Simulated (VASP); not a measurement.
# As (R-3m) in VASP: notebook

One crystal, As, is run at these levels: r2SCAN+rVV10, PBE+D3(BJ), rev-vdW-DF2; tasks: relaxation of cell and atoms.

Program: VASP 6.6.1. These are calculated values, not measurements. Logs are shortened: lines on timing, memory, paths and dates and some standing lists are left out, and cuts for length are marked.

### Step 1. Starting point

The structure is trigonal, space group R-3m (No. 166). The conventional cell has a = 3.766 Å, b = 3.766 Å, c = 10.712 Å, α = 90.00°, β = 90.00°, γ = 120.00°. As (site symmetry 3m) is surrounded by 3 As at 2.52 Å.

### Step 2. Relaxation of cell and atoms, r2SCAN+rVV10

The input, INCAR:

```
ALGO     = Normal         # electronic algorithm
BPARAM   = 11.95        
CPARAM   = 0.0093       
EDIFF    = 1E-7           # SCF threshold, eV
EDIFFG   = -0.005         # ionic threshold
ENCUT    = 600            # plane-wave cutoff, eV
IBRION   = 2              # ionic algorithm
ISIF     = 3              # what is computed and relaxed
ISMEAR   = 1              # smearing method
IVDW_NL  = 2            
LASPH    = T              # aspherical terms in the spheres
LCHARG   = F              # write CHGCAR
LMIXTAU  = T            
LREAL    = F              # projectors in reciprocal space
LUSE_VDW = T            
LWAVE    = F              # write WAVECAR
METAGGA  = R2SCAN         # meta-GGA
NELM     = 80             # most SCF steps
NSW      = 90             # ionic steps
PREC     = Accurate       # precision mode
SIGMA    = 0.1            # smearing width, eV
```

The input, KPOINTS:

```
k-points
0
Gamma
  12 12 12
```

The input, POSCAR:

```
As                                      
1.0
    1.8828644464      1.0870722949      3.5705817335
   -1.8828644464      1.0870722949      3.5705817335
    0.0000000000     -2.1741445900      3.5705817335
  As            
     2
Direct
     0.7736842139923448    0.7736842139923448    0.7736842139923445
     0.2263157860076551    0.2263157860076551    0.2263157860076553
```

Potentials or basis: VASP PAW PBE potentials, release 64 (As).

On the command line:

```console
$ cat potpaw_PBE.64/As/POTCAR > POTCAR
$ mpirun -np 1 vasp_std > vasp.out
```

OUTCAR:

```text
BPARAM = 11.95
   EDIFF = 1E-7
   EDIFFG = -0.005
   ENCUT = 600
   IBRION = 2
   ISIF = 3
   ISMEAR = 1
   IVDW_NL = 2
   LASPH = T
   LREAL = F
   METAGGA = R2SCAN
   NELM = 80
   NSW = 90
   PREC = Accurate

 ion  position               nearest neighbor table
   1  0.774  0.774  0.774-   2 2.52   2 2.52   2 2.52
   2  0.226  0.226  0.226-   1 2.52   1 2.52   1 2.52

  LATTYP: Found a trigonal (rhomboedric) cell.
 ALAT       =     4.1804256498
 COS(alpha) =     0.5942793638

  Lattice vectors:

 A1 = (   1.8828644464,   1.0870722949,   3.5705817335)
 A2 = (  -1.8828644464,   1.0870722949,   3.5705817335)
 A3 = (   0.0000000000,  -2.1741445900,   3.5705817335)

Analysis of symmetry for initial positions (statically):
=====================================================================
 Subroutine PRICEL returns:
 Original cell was already a primitive cell.

 Routine SETGRP: Setting up the symmetry group for a
 trigonal (rhombohedral) supercell.

 Subroutine GETGRP returns: Found 12 space group operations
 (whereof 12 operations were pure point group operations)
 out of a pool of 12 trial point group operations.

The static configuration has the point symmetry D_3d.

Analysis of symmetry for dynamics (positions and initial velocities):
=====================================================================
 Subroutine PRICEL returns:
 Original cell was already a primitive cell.

 Routine SETGRP: Setting up the symmetry group for a
 trigonal (rhombohedral) supercell.

 Subroutine GETGRP returns: Found 12 space group operations
 (whereof 12 operations were pure point group operations)
 out of a pool of 12 trial point group operations.

The dynamic configuration has the point symmetry D_3d.

 Subroutine INISYM returns: Found 12 space group operations
 (whereof 12 operations are pure point group operations),
 and found     1 'primitive' translations

----------------------------------------------------------------------------------------

                                     Primitive cell

  volume of cell :      43.8498

  direct lattice vectors                    reciprocal lattice vectors
     1.882864446  1.087072295  3.570581734     0.265552839  0.153317003  0.093355469
    -1.882864446  1.087072295  3.570581734    -0.265552839  0.153317003  0.093355469
     0.000000000 -2.174144590  3.570581734     0.000000000 -0.306634007  0.093355469

  length of vectors
     4.180425650  4.180425650  4.180425650     0.320530276  0.320530276  0.320530276

  position of ions in fractional coordinates (direct lattice)
     0.773684214  0.773684214  0.773684214
     0.226315786  0.226315786  0.226315786

  ion indices of the primitive-cell ions
   primitive index   ion index
                 1           1
                 2           2

----------------------------------------------------------------------------------------

 KPOINTS: k-points

Automatic generation of k-mesh.
 Grid dimensions read from file:
 generate k-points for:   12   12   12

 Generating k-lattice:

  Cartesian coordinates                     Fractional coordinates (reciprocal lattice)
     0.022129403  0.012776417  0.007779622     0.083333333  0.000000000  0.000000000
    -0.022129403  0.012776417  0.007779622     0.000000000  0.083333333  0.000000000
     0.000000000 -0.025552834  0.007779622     0.000000000  0.000000000  0.083333333

  Length of vectors
     0.026710856  0.026710856  0.026710856

  Shift w.r.t. Gamma in fractional coordinates (k-lattice)
     0.000000000  0.000000000  0.000000000

 Subroutine IBZKPT returns following result:
 ===========================================

 Found    189 irreducible k-points:

 Following reciprocal coordinates:
            Coordinates               Weight
  0.000000  0.000000  0.000000      1.000000
  0.083333 -0.000000  0.000000      6.000000
  0.166667  0.000000  0.000000      6.000000
  0.250000  0.000000  0.000000      6.000000
  0.333333 -0.000000  0.000000      6.000000
  0.416667 -0.000000  0.000000      6.000000
[... 16 lines left out ...]
  0.500000  0.166667  0.000000     12.000000
 -0.416667  0.166667  0.000000     12.000000
 [... further k-points ...]
   k-points           NKPTS =    189   k-points in BZ     NKDIM =    189   number of bands    NBANDS=      9
   number of dos      NEDOS =    301   number of ions     NIONS =      2
   total plane-waves  NPLWV =  46656
   dimension x,y,z NGX =    36 NGY =   36 NGZ =   36
   dimension x,y,z NGXF=    72 NGYF=   72 NGZF=   72
   ions per type =               2
   NGX,Y,Z   is equivalent  to a cutoff of  14.32, 14.32, 14.32 a.u.
   NGXF,Y,Z  is equivalent  to a cutoff of  28.63, 28.63, 28.63 a.u.
 SYSTEM =  unknown system
   PREC   = accura    normal or accurate (medium, high low for compatibility)
   ISTART =      0    job   : 0-new  1-cont  2-samecut
   ICHARG =      2    charge: 1-file 2-atom 10-const
   ISPIN  =      1    spin polarized calculation?
   LNONCOLLINEAR =      F non collinear calculations
   LSORBIT =      F    spin-orbit coupling
   LASPH  =      T    aspherical Exc in radial PAW
   ENCUT  =  600.0 eV  44.10 Ry    6.64 a.u.   8.35  8.35  8.35*2*pi/ulx,y,z
   NELM   =     80;   NELMIN=  2; NELMDL= -5     # of ELM steps
   EDIFF  = 0.1E-06   stopping-criterion for ELM
   LREAL  =      F    real-space projection
   EDIFFG = -.5E-02   stopping-criterion for IOM
   NSW    =     90    number of steps for IOM
   IBRION =      2    ionic relax: 0-MD 1-quasi-New 2-CG
   NFREE  =      1    steps in history (QN), initial steepest desc. (CG)
   ISIF   =      3    stress and relaxation
   ISYM   =      2    0-nonsym 1-usesym 2-fastsym
   POTIM  = 0.5000    time-step for ionic-motion
   TEBEG  =    0.0;   TEEND  =   0.0 temperature during run
   PSTRESS=    0.0 pullay stress
   NELECT =      10.0000    total number of electrons
   NUPDOWN=      -1.0000    fix difference up-down
   EMIN   =  10.00;   EMAX   =-10.00  energy-range for DOS
   EFERMI =   0.00;   METHOD = LEGACY
   ISMEAR =     1;   SIGMA  =   0.10  broadening in eV -4-tet -1-fermi 0-gaus
   EFERMI_NEDOS =   21; number of points for ismear=-14 and -15
   IALGO  =     38    algorithm
   IMIX   =      4    mixing-type and parameters
     AMIX     =   0.40;   BMIX     =  1.00
     AMIX_MAG =   1.60;   BMIX_MAG =  1.00
  volume/ion in A,a.u.               =      21.92       147.96
  Fermi-wavevector in a.u.,A,eV,Ry     =   1.000197  1.890098 13.611190  1.000394
  Thomas-Fermi vector in A             =   2.132538
   LORBIT       =      0    0 simple, 1 ext, 2 COOP (PROOUT), +10 PAW based schemes
   METAGGA = R2SCAN    functional components
   LHFCALC =     F    Hartree Fock is set to
   AEXX    =    0.0000 exact exchange contribution
   IVDW_NL    =     2    kernel type
   BPARAM     =11.9500
   IVDW    =     0    specifies the selected vdW correction
   LEPSILON=     F    determine dielectric tensor
   LRPA    =     F    only Hartree local field effects (RPA)
 conjugate gradient relaxation of ions
 non-spin polarized calculation
 Methfessel and Paxton  Order N= 1 SIGMA  =   0.10
  energy-cutoff  :      600.00
  volume of cell :       43.85
 maximum number of plane-waves:      1485
 NGX is ok and might be reduce to    36
   NGX = 17   NGY = 17   NGZ = 17

 number of electron      10.0000000 magnetization

 Free energy of the ion-electron system (eV)
  ---------------------------------------------------
  ext. energy  EPLUGINS =         0.00000000
  ---------------------------------------------------
  free energy    TOTEN  =       -29.19301604 eV

  energy without entropy =      -29.19288447  energy(sigma->0) =      -29.19297218

 E-fermi :   5.2846     XC(G=0): -10.3506

 val. band max:        5.2448134857   @ k =   0.5000   0.4167   0.4167
 cond. band min:       5.2970960249   @ k =   0.4167  -0.0000   0.0000
 fundamental gap:      0.0522825392
 Fermi energy:         5.2846303879

 k-point     1 :       0.0000    0.0000    0.0000
  band No.  band energies     occupation
      1     -10.4802      2.00000
      2      -0.9176      2.00000
      3       2.4096      2.00000
      4       3.0056      2.00000
      5       3.0056      2.00000
      6       6.8863     -0.00000
      7       8.1146      0.00000
      8       8.1146      0.00000
      9      12.5013      0.00000

 k-point     2 :       0.0833   -0.0000    0.0000
  band No.  band energies     occupation
      1     -10.3836      2.00000
      2      -1.2490      2.00000
      3       2.4635      2.00000
      4       2.9163      2.00000
      5       2.9271      2.00000
      6       7.1066     -0.00000
      7       7.9319      0.00000
      8       8.0560      0.00000
      9      11.8325      0.00000

 k-point     3 :       0.1667    0.0000    0.0000
  band No.  band energies     occupation
      1     -10.0952      2.00000
      2      -2.1138      2.00000
      3       2.3123      2.00000
      4       2.7306      2.00000
      5       3.1025      2.00000
      6       7.0247     -0.00000
      7       7.7340      0.00000
      8       7.8205      0.00000
      9      11.2736      0.00000

 k-point     4 :       0.2500    0.0000    0.0000
  band No.  band energies     occupation
      1      -9.6211      2.00000
      2      -3.2686      2.00000
      3       2.1207      2.00000
      4       2.4955      2.00000
      5       3.5089      2.00000
      6       6.4252     -0.00000
      7       7.2549     -0.00000
      8       7.4280      0.00000
      9      11.6939      0.00000
[... 205 lines left out ...]
 k-point    22 :       0.4167    0.1667    0.0000
  band No.  band energies     occupation
      1      -8.5465      2.00000
      2      -4.7861      2.00000
      3       0.7696      2.00000
      4       1.3261      2.00000
      5       3.1978      2.00000
      6       7.2970      0.00000
      7       7.6827      0.00000
      8       8.2466      0.00000
      9      11.2730      0.00000

 k-point    23 :       0.5000    0.1667    0.0000
  band No.  band energies     occupation
      1      -7.7877      2.00000
      2      -5.8108      2.00000
      3       0.5015      2.00000
      4       1.4987      2.00000
      5       3.1102      2.00000
      6       6.8471     -0.00000
      7       7.2106     -0.00000
      8       8.4705      0.00000
      9      12.6924      0.00000

 k-point    24 :      -0.4167    0.1667    0.0000
  band No.  band energies     occupation
      1      -7.4153      2.00000
      2      -6.2592      2.00000
      3       0.3548      2.00000
      4       1.8771      2.00000
      5       3.1512      2.00000
      6       6.3414     -0.00000
      7       6.7759     -0.00000
      8       8.7431      0.00000
      9      13.3700      0.00000

 [... further k-points ...]

------------------------ aborting loop because EDIFF is reached ----------------------------------------

  FORCE on cell =-STRESS in cart. coord.  units (eV):
  Direction    XX          YY          ZZ          XY          YZ          ZX
  --------------------------------------------------------------------------------------
  -------------------------------------------------------------------------------------
  Total       -0.0044961     -0.0044961      0.0016978      0.0000000     -0.0000000      0.0000000
  in kB       -0.1642789     -0.1642789      0.0620341      0.0000000     -0.0000000      0.0000000
  external PRESSURE =      -0.0888412 kB  Pullay stress =       0.0000000 kB

 VOLUME and BASIS-vectors are now :
 -----------------------------------------------------------------------------
  energy-cutoff  :      600.00
  volume of cell :       43.85
      direct lattice vectors                 reciprocal lattice vectors
     1.882864446  1.087072295  3.570581734     0.265552839  0.153317003  0.093355469
    -1.882864446  1.087072295  3.570581734    -0.265552839  0.153317003  0.093355469
     0.000000000 -2.174144590  3.570581734     0.000000000 -0.306634007  0.093355469

 POSITION                                       TOTAL-FORCE (eV/Angst)
 -----------------------------------------------------------------------------------
      0.00000     -0.00000      8.28751         0.000000      0.000000     -0.003755
      0.00000     -0.00000      2.42424         0.000000     -0.000000      0.003755
 -----------------------------------------------------------------------------------
    total drift:                                0.000000      0.000000     -0.000000

  FREE ENERGIE OF THE ION-ELECTRON SYSTEM (eV)
  ---------------------------------------------------
  free  energy   TOTEN  =       -29.1930160365 eV

  energy  without entropy=      -29.1928844665  energy(sigma->0) =      -29.19297218

 reached required accuracy - stopping structural energy minimisation
```

Wall time 3.7 min (1 thread of Intel Xeon 6975P-C (Granite Rapids), shared host); peak memory 0.43 GiB.

Results:

```yaml
Free_energy: -29.1930 eV
Pressure_after_relaxing: 0.0 GPa
Largest_force_after_relaxing: 0.004 eV/Å
Band_gap_on_the_k_mesh: none (metal or under the smearing width)
```

Forces on the atoms (eV/Å):
```
As   0.000  0.000 -0.004
As   0.000  0.000  0.004
```

Final structure:
```xyz
2
Lattice="1.8829 1.0871 3.5706 -1.8829 1.0871 3.5706 0.0000 -2.1741 3.5706" Properties=species:S:1:pos:R:3 pbc="T T T"
As    0.0000    0.0000    8.2875
As    0.0000    0.0000    2.4242
```

Caveat: the relaxation stopped at its first step, so nothing moved; the PAW data sets were made with another functional, which shifts forces and pressure a little; pairwise dispersion overbinds metals, which lowers pressure and volume.

### Step 3. Relaxation of cell and atoms, PBE+D3(BJ)

This run uses another cell than the first one, of 21.53 Å³/atom, 0.982 times its volume.

The input, INCAR:

```
SYSTEM = As
PREC     = Accurate       ! precision mode
ENCUT    = 600            ! plane-wave cutoff, eV
EDIFF    = 1E-6           ! SCF threshold, eV
ISMEAR   = 1              ! smearing method
SIGMA    = 0.1            ! smearing width, eV
LREAL    = .False.        ! projectors in reciprocal space
LASPH    = .True.         ! aspherical terms in the spheres
NELM     = 80             ! most SCF steps
ALGO     = Normal         ! electronic algorithm
ISIF     = 3              ! what is computed and relaxed
LWAVE    = .False.        ! write WAVECAR
LCHARG   = .False.        ! write CHGCAR
GGA      = PE             ! functional
IVDW     = 12             ! dispersion correction
IBRION   = 2              ! ionic algorithm
NSW      = 90             ! ionic steps
EDIFFG   = -0.01          ! ionic threshold
```

The input, KPOINTS:

```
Automatic mesh
0
Gamma
  12 12 12
  0 0 0
```

The input, POSCAR:

```
As
1.0
    1.8807968987      1.0858785957      3.5140619945
   -1.8807968987      1.0858785957      3.5140619945
    0.0000000000     -2.1717571915      3.5140619945
As
2
Direct
    0.7740000000      0.7740000000      0.7740000000
    0.2260000000      0.2260000000      0.2260000000
```

Potentials or basis: VASP PAW PBE potentials, release 64 (As).

On the command line:

```console
$ cat potpaw_PBE.64/As/POTCAR > POTCAR
$ mpirun -np 1 vasp_std > vasp.out
```

Run time: 12 min. Hardware: 1 thread of AMD EPYC 7R43 (Zen 3), shared host; peak memory 0.23 GiB.

The run converged. Its results:

```yaml
Free_energy: -10.1779 eV
Relaxed_volume: 20.91 Å³/atom
Relaxed_cell: a = 4.011 Å, b = 4.011 Å, c = 4.011 Å, α = 56.40°, β = 56.40°, γ = 56.40°
Space_group_after_relaxing_to_0.05_Å: R-3m (No. 166)
Energy_gained_by_relaxing: 12.5 meV/atom
Ionic_steps: 11
Pressure_after_relaxing: 0.0 GPa
Band_gap_on_the_k_mesh: none (metal or under the smearing width)
Dispersion_energy_per_atom: -0.433 eV
```

The path:
```csv
step,energy change (eV),largest force (eV/Å),pressure (GPa),volume (Å³)
1,0.0000,0.4940,0.88,43.06
2,-0.0098,0.0218,-1.70,43.80
3,-0.0108,0.0924,-1.13,43.63
4,-0.0172,0.0355,-0.55,42.92
5,-0.0204,0.0317,0.27,42.05
6,-0.0240,0.0313,0.09,41.89
7,-0.0249,0.0300,-0.02,41.75
8,-0.0249,0.0303,-0.02,41.75
9,-0.0250,0.0069,0.10,41.74
10,-0.0250,0.0006,0.08,41.74
11,-0.0250,0.0003,-0.05,41.82
```

Final structure:
```
As
1.0
     1.89522    1.09421    3.36081
    -1.89522    1.09421    3.36081
     0.00000   -2.18841    3.36081
As
2
Direct
  0.76937 0.76937 0.76937
  0.23063 0.23063 0.23063
```

Levels at points of the mesh, in eV from the Fermi level:
```tsv
k point	band 2	band 3	band 4	band 5	band 6	band 7	band 8	band 9
(0.00, 0.00, 0.00)	-5.57	-2.35	-2.07	-2.07	2.16	3.15	3.15	6.47
(0.50, 0.00, 0.00)	-11.28	-2.54	-2.35	-0.29	-0.28	0.29	0.88	9.48
(0.50, 0.50, 0.00)	-9.50	-6.32	-4.34	-4.28	1.64	5.72	6.71	7.71
(0.50, 0.50, 0.50)	-10.37	-1.70	-1.70	-0.64	0.36	0.36	1.55	8.54
```

Caveat: pairwise dispersion overbinds metals, which lowers pressure and volume.

(Continued in part 2 of 2.)
